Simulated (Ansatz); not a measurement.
All numbers below come from DFT PBE, scalar-relativistic, plane waves, PAW in Ansatz 0.2.0. Settings: cutoff 420 eV, Γ-centred meshes spaced at most about 0.3 Å⁻¹, and about 0.25 Å⁻¹ or finer for metals (2π included), Gaussian smearing. No spin polarisation in the final relaxations.

Temperature and zero-point effects are left out.

Two forms of Sn₂Ge₃ were relaxed alike.

A.

```
Sn Ge
1.0
     1.65083    0.95311   12.29345
    -1.65083    0.95311   12.29345
     0.00000   -1.90622   12.29345
Sn Ge
2 3
Cartesian
  0.0000 0.0000 10.8139
  0.0000 0.0000 26.0664
  0.0000 0.0000 32.8852
  0.0000 0.0000 18.4402
  0.0000 0.0000 3.9952
```

B.

```
Sn Ge
1.0
     5.55702   -1.82357    0.00000
     5.55702    1.82357    0.00000
    -5.46238    0.00000    5.62488
Sn Ge
2 3
Direct
  0.18648 0.18648 0.10471
  0.81352 0.81352 0.89529
  0.00000 0.00000 0.50000
  0.61527 0.61527 0.36587
  0.38473 0.38473 0.63413
```

Problem. Which is lower in energy, and by how much?

Solution. B is lower, by 39 meV/atom. A has Sn and Ge ordered on fcc sites, space group R-3m (No. 166), 23.2 Å³/atom and no gap on its mesh; B has space group C2/m (No. 12), 22.8 Å³/atom and no gap. Counting Ge atoms around Sn (those within 1.25 times the shortest such distance or 1.15 times the sum of covalent radii; a plus sign parts nearer from farther groups; the shortest distance is added where it is long for a bond), A has Sn 3 from 3.2 Å and B has Sn 7+2 from 3.1 Å. Even the lower one lies +0.21 eV/atom against the reference forms of the elements (uncorrected), so neither is stable at this level. Both come from invented guesses.

Cells relaxed within their symmetry can be saddle points.
